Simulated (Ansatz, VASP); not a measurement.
Given: the input of a run of Ansatz 0.2.0 on Ir.

Contents of input.yaml:

```yaml
crystal:
  lattice:
    - [0.0, 1.9156, 1.9156]
    - [1.9156, 0.0, 1.9156]
    - [1.9156, 1.9156, 0.0]
  atoms:
    - { symbol: Ir, position: [0.0, 0.0, 0.0] }
kpoints:
  mp_grid: { grid: [12, 12, 12] }
scf:
  occupations: { method: fermi_dirac, width: 0.05 }
hamiltonian:
  xc: lda
  pseudopotentials: { kind: all_electron, lapw: { basis_error: 0.001 } }
output:
  forces: true
  stress: true
  eigenvalues: true
```

Potentials or basis: all-electron LAPW, scalar-relativistic.

The run is started by

```console
$ ansatz run input.yaml --threads 1 --pin off --max-ram 3072MiB --backend cpu --events-out ev --progress --plain --runs-dir out
```

Set up the same calculation for VASP 6.6.1. Potentials there: VASP PAW LDA potentials, release 64 (Ir).

As run (the cutoff follows the program's own potentials):

Contents of INCAR:

```
SYSTEM = Ir
ALGO = Normal
EDIFF = 1E-7
ENCUT = 520
ISIF = 2
ISMEAR = -1
LASPH = .TRUE.
LCHARG = .FALSE.
LREAL = .FALSE.
LWAVE = .FALSE.
NBANDS = 10
NELM = 60
PREC = Accurate
SIGMA = 0.05
```

Contents of KPOINTS:

```
k-points
0
G
  12 12 12
  0 0 0
```

POSCAR

```
Ir
1.0
    0.0000000000      1.9156000000      1.9156000000
    1.9156000000      0.0000000000      1.9156000000
    1.9156000000      1.9156000000      0.0000000000
Ir
1
Direct
    0.0000000000      0.0000000000      0.0000000000
```

Potentials or basis: VASP PAW LDA potentials, release 64 (Ir).

The run is started by

```console
$ cat potpaw_LDA.64/Ir/POTCAR > POTCAR
$ mpirun -np 1 vasp_std > vasp.out
```

Both were run:

|  | VASP | Ansatz | Ansatz less VASP |
| --- | --- | --- | --- |
| gap on the k mesh at the Fermi level (eV) | none | none | - |
| pressure (GPa) | -4.2 | -6.6 | -2.41 |

A gap of «none» marks a metal or a gap that the smearing closes. Ansatz ran all-electron here, so the differences hold the error of VASP's frozen core and of both bases.

The runs have no spin-orbit coupling, so splittings on Ir are missing.
